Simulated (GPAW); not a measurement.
# BN (P1) in GPAW: reference runs

How does BN come out in PBE? The cell is run as given.

All numbers are computed with GPAW 26.7.0; they aren't measurements. Logs are shortened: lines on timing, memory, paths and dates and some standing lists are left out, and cuts for length are marked. The log counts tension as positive stress, the text compression.

### Step 1. The cell of the first run

The typed cell holds 2 atoms: a = 2.846 Å, b = 2.565 Å, c = 2.364 Å, α = 54.54°, β = 65.74°, γ = 56.38°.

The cell comes from a database or a generator and needn't be the stable form of this composition.

### Step 2. Single point, PBE (cell sheared at random, sigma 0.1, atoms nudged by 0.01 Å)

run.py

```python
from ase import Atoms
from ase.dft.bandgap import bandgap
from ase.io import write
from ase.units import Bohr, GPa
from gpaw import GPAW, PW
from gpaw.elf import elf_from_dft_calculation

atoms = Atoms(['B', 'N'],
              cell=[[-0.16677733, 1.82453553, 2.17833454],
                    [1.74589359, 0.13819903, 1.87335818],
                    [1.7792443, 1.55290988, 0.10484832]],
              scaled_positions=[[0.00435072, 0.99683766, 0.99671018],
                                [0.74564928, 0.75316234, 0.75328982]],
              pbc=True)

calc = GPAW(mode=PW(800),
            xc='PBE',
            kpts={'size': (11, 14, 14), 'gamma': True},
            occupations={'name': 'fermi-dirac', 'width': 0.05},
            nbands=11,
            convergence={'density': 1e-05, 'energy': 1e-05},
            maxiter=150,
            txt='gpaw.txt')
atoms.calc = calc
energy = atoms.get_potential_energy()
forces = atoms.get_forces()
stress = atoms.get_stress()
calc.write('gs.gpw')
write('result.traj', atoms)
print(f'Energy: {energy:.6f} eV')
print('Forces (eV/A):')
print(forces.round(4))
print('Stress (GPa):', (stress / GPa).round(3))
print('Fermi level:', round(calc.get_fermi_level(), 4), 'eV')
print(f'Gap: {bandgap(calc)[0]:.4f} eV, direct: {bandgap(calc, direct=True)[0]:.4f} eV')

# fields on the real-space grid
write('density.cube', atoms, data=calc.get_pseudo_density() * Bohr**3)
write('potential.cube', atoms, data=calc.get_electrostatic_potential())
write('elf.cube', atoms, data=elf_from_dft_calculation(calc).data)
```

Potentials or basis: GPAW PAW data sets (gpaw-data 1.2.1), pw.

The run is started by

```bash
$ OMP_NUM_THREADS=1 python run.py
```

gpaw.txt:

```text
__  _  _
 | _ |_)|_||  |
 |__||  | ||/\| - 26.7.0

Input parameters:
  mode=PW(ecut=800.0),
  convergence={'density': 1e-05, 'energy': 1e-05},
  kpts=MonkhorstPack(size=(11, 14, 14), gamma=True),
  maxiter=150,
  nbands=11,
  occupations=Occupations(name='fermi-dirac', width=0.05),
  xc=XC(name='PBE')

Diagonalizing LCAO Hamiltonian
Converting LCAO to pw mode

        N
         B

Atoms  # Å, Bohr magnetons
|   | symbol |        x |        y |        z |    initial magnetic moments |
|---|--------|----------|----------|----------|-----------------------------|
| 0 |      B | 3.513038 | 1.693501 | 1.981415 | ( 0.0000,  0.0000,  0.0000) |
| 1 |      N | 2.530871 | 2.634341 | 3.114198 | ( 0.0000,  0.0000,  0.0000) |

Unit cell  # Å
| periodic |         x |        y |        z |  lengths |    angles |
|----------|-----------|----------|----------|----------|-----------|
|      yes | -0.166777 | 1.824536 | 2.178335 | 2.846381 | 54.535168 |
|      yes |  1.745894 | 0.138199 | 1.873358 | 2.564511 | 65.736944 |
|      yes |  1.779244 | 1.552910 | 0.104848 | 2.363944 | 56.378780 |

Number of symmetries: 1
Symmetry operations  # r_c * U_cc + t_c -> r_c
|   | kind |            matrix            |
|---|------|------------------------------|
| 0 |  E   |  1, 0, 0,  0, 1, 0,  0, 0, 1 |

BZ-sampling:
  Number of BZ points: 2156
  Number of IBZ points: 1080

  Monkhorst-Pack size: [11, 14, 14]
  Monkhorst-Pack shift: [0.0, 0.03571428571428571, 0.03571428571428571]

K-points  # in reciprocal-cell coordinates
|      |                                coordinates |     weight |
|------|--------------------------------------------|------------|
|    0 | (  0.00000000,   0.00000000,   0.00000000) | 0.00046382 |
|    1 | (  0.00000000,   0.00000000,   0.07142857) | 0.00092764 |
|    2 | (  0.00000000,   0.00000000,   0.14285714) | 0.00092764 |
|    3 | (  0.00000000,   0.00000000,   0.21428571) | 0.00092764 |
|    4 | (  0.00000000,   0.00000000,   0.28571429) | 0.00092764 |
|    5 | (  0.00000000,   0.00000000,   0.35714286) | 0.00092764 |
|    6 | (  0.00000000,   0.00000000,   0.42857143) | 0.00092764 |
|    7 | (  0.00000000,   0.00000000,   0.50000000) | 0.00046382 |
|    8 | (  0.00000000,   0.07142857,  -0.42857143) | 0.00092764 |
|    9 | (  0.00000000,   0.07142857,  -0.35714286) | 0.00092764 |
|  ... |                                            |            |
| 1079 | (  0.45454545,   0.50000000,   0.50000000) | 0.00092764 |

Plane wave coefficients: 610
Cutoff: 800.0 eV

Spin-components: 1 (collinear spins)
Bands:           11
Projectors:      10
Spin-degeneracy: 2
Datatype:        complex128

Density:
  Valence electrons: 8.0
  Components: 1
  Grid points: [20 18 16]
  Charge: 0.0  # |e|

Potential:
  Grid points: [20 18 16]

species:
  B:
    name:    Boron
    Z:       5.0
    valence: 3
    core:    2
    charge:  0.0  # [|e|]
    compensation charges:
      type: gauss
      rc: 0.20  # [Å]
      lmax: 2
    cutoffs:
      filter: 1.14  # [Å]
      core: 1.38  # [Å]
    projectors
    | kind |    occ | energy [eV] | rcut [Å] |
    |------|--------|-------------|----------|
    |   2s |  2.000 |      -9.443 |    0.635 |
    |   2p |  1.000 |      -3.606 |    0.635 |
    |    s |        |      17.768 |    0.635 |
    |    p |        |      23.605 |    0.635 |
    |    d |        |       0.000 |    0.635 |

    Using partial waves for B as LCAO basis

  N:
    name:    Nitrogen
    Z:       7.0
    valence: 5
    core:    2
    charge:  0.0  # [|e|]
    compensation charges:
      type: gauss
      rc: 0.18  # [Å]
      lmax: 2
    cutoffs:
      filter: 1.11  # [Å]
      core: 0.96  # [Å]
    projectors
    | kind |    occ | energy [eV] | rcut [Å] |
    |------|--------|-------------|----------|
    |   2s |  2.000 |     -18.583 |    0.603 |
    |   2p |  3.000 |      -7.089 |    0.529 |
    |    s |        |       8.629 |    0.603 |
    |    p |        |      20.123 |    0.529 |
    |    d |        |       0.000 |    0.577 |

    Using partial waves for N as LCAO basis

Reference energy: -2151.211071  # eV

eigensolver:
  PPCG
  Converge bands: occupied
  niter=2

density mixing:
  MSR1-Mixer
  Pratt-step length: 0.05
  Maximum mixing coefficient: 0.75
  Old densities: 10
  SVD Regularization: 0.005
  Good broyden scale: 1.0
  Trust region scale: 1.0
  Backstep threshold: 4.0
  History deletion threshold: 6.0
  Fourier metric: weight=20.0, sigma=0.015

occupation numbers:
  Fermi-Dirac:
    width: 0.0500  # eV

poisson solver:
  ecut: 6400.0  # eV

xc functional:
[... 9 lines left out ...]
|iter     | |      energy | eigst |  dens |
|---------|-|-------------|-------|-------|
|iter:   1| |  -17.098088 | +0.17 |       |
|iter:   2| |  -16.865935 | -2.00 | -0.71 |
|iter:   3| |  -15.995129 | -1.30 | -0.75 |
|iter:   4| |  -15.982806 | -2.73 | -1.37 |
|iter:   5| |  -15.982389 | -3.41 | -1.79 |
|iter:   6| |  -15.982504 | -4.95 | -2.48 |
|iter:   7| |  -15.982506 | -6.73 | -3.34 |
|iter:   8| |  -15.982506c| -7.88c| -3.97 |
|iter:   9| |  -15.982506c| -7.84c| -4.72 |
|iter:  10| |  -15.982506c| -9.07c| -5.59c|

Converged in 10 steps
Energy contributions relative to reference atoms: (reference = -2151.211071)

Energy contributions:
  Kinetic:          20.933433
  Coulomb:         -18.148614
  Zero:              0.098204
  External:          0.000000
  Xc:              -18.865529
  Entropy:          -0.000000
  Spinorbit:         0.000000
  ----------------------------
  Free energy:     -15.982506
  Extrapolated:    -15.982506

dipole moment: (7.769486, 1.402993, 1.620736)  # |e|*Ang

Fermi level: 12.506
Eigenvalues  # (at kpt = [0.000, 0.000, 0.000])
| band index |      eig [eV] | occ [0-2] |
|------------|---------------|-----------|
|          0 |       -10.144 |     2.000 |
|          1 |         9.164 |     2.000 |
|          2 |        10.095 |     2.000 |
|          3 |        11.874 |     2.000 |
|          4 |        14.045 |     0.000 |
|          5 |        19.011 |     0.000 |
|          6 |        22.895 |     0.000 |
|          7 |        25.263 |     0.000 |
|          8 |        34.638 |     0.000 |
|          9 |        34.885 |     0.000 |
|         10 |        37.082 |     0.000 |

Gap: 1.256 eV
Transition (v -> c):
  (s=0, k=0, n=3, [0.00, 0.00, 0.00]) -> (s=0, k=981, n=4, [0.45, 0.00, 0.50])
Direct/indirect transitions are different
Direct gap: 2.171 eV
Transition at: (s=0, k=0, n=3, [0.00, 0.00, 0.00])

Forces  # eV/Ang
|        x |        y |        z |
|----------|----------|----------|
|  0.52892 | -0.31353 | -1.36162 |  # B    0
| -0.52917 |  0.31346 |  1.36160 |  # N    1

Stress tensor  # eV/Ang^3
|         x |         y |         z |
|-----------|-----------|-----------|
| -0.106439 | -0.204067 | -0.219380 |
| -0.204067 | -0.499893 |  0.649730 |
| -0.219380 |  0.649730 |  0.079144 |

# Writing to gs.gpw (mode='')
```

stdout:

```text
Energy: -15.982506 eV
Forces (eV/A):
[[ 0.5289 -0.3135 -1.3616]
 [-0.5292  0.3135  1.3616]]
Stress (GPa): [-17.053 -80.092  12.68  104.098 -35.149 -32.695]
Fermi level: 12.5062 eV
Gap: 1.2565 eV, direct: 2.1711 eV
```

Wall time 64 s (1 thread of AMD EPYC 9R45 (Zen 5), shared host); peak memory 0.39 GiB.

What came out:

* Free energy: -15.9825 eV
* Pressure: 28.2 GPa
* Largest force: 1.494 eV/Å
* Band gap on the k mesh: 1.26 eV, indirect (least direct gap 2.17 eV)

Forces on the atoms (eV/Å):
```
B    0.529 -0.314 -1.362
N   -0.529  0.313  1.362
```

Levels at points of the mesh, in eV from the valence-band top:
```
           k point  band 1  band 2  band 3  band 4  band 5  band 6  band 7
(0.00, 0.00, 0.00)  -22.02   -2.71   -1.78    0.00    2.17    7.14   11.02
(0.00, 0.00, 0.50)  -16.45  -11.83   -5.44   -2.26    5.33    7.83   10.18
(0.00, 0.50, 0.00)  -16.59  -11.84   -5.71   -2.54    2.71    9.41   12.03
(0.00, 0.50, 0.50)  -16.72  -10.89   -7.68   -3.24    1.57   11.88   13.60
```

Caveat: a pressure of tens of GPa on the cell as given is suspect, and the run, the potentials or the cell itself is likely at fault; an odd mesh through Γ misses points on the zone boundary, where band edges often lie; forces of over 1 eV/Å show positions far from the minimum, so gaps and moduli don't describe the material at rest.
